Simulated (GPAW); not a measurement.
Runs of GPAW 26.7.0 on CdGeAs2. The structure is tetragonal, space group I-42d (No. 122). The conventional cell has a = 5.978 Å, b = 5.978 Å, c = 11.329 Å, α = 90.00°, β = 90.00°, γ = 90.00°. Around Cd (site symmetry -4) lie 4 As at 2.65 Å. As (site symmetry 2) has 2 Ge at 2.45 Å and 2 Cd at 2.65 Å as nearest neighbours. Ge (site symmetry -4) has 4 As at 2.45 Å as nearest neighbours. The cell is a database's computed one.

```tsv
task	level	potentials or basis	k mesh	band path	band points	mesh quality	gap on the mesh (eV)	pressure (GPa)	largest force (eV/Å)
single point	PBE	GPAW PAW data sets (gpaw-data 1.2.1), pw	6 × 6 × 6	-	-	not flagged	(b)	2.2	0.20
band structure	PBEsol	PAW data sets generated in the run's folder for this functional, pw	4 × 4 × 4	GXYSGZS1NPY1Z,XP	80	not flagged	0.22	-0.7	0.23
band structure	LDA	the program's PAW data sets (release 1.2.1) made for this functional, pw	4 × 4 × 4	GXYSGZS1NPY1Z,XP	80	not flagged	0.22	-2.5	(a)
band structure	PBE	GPAW PAW data sets (gpaw-data 1.2.1), pw	4 × 4 × 4	GXYSGZS1NPY1Z,XP	80	not flagged	0.22	2.2	0.20
```

Alike in all rows: no spin polarisation; cell as given; cutoff (eV) 600; smearing fermi-dirac 0.05 eV.

Problem. Estimate the missing entries.

Solution. (a) 0.27; (b) 0.19.

Caveats: the mesh misses the band edges, which the band path finds closer together (some runs).

A k mesh can miss the band edges, and the runs leave out spin-orbit coupling on As, Cd, Ge.

Not every run made on this cell is shown here.
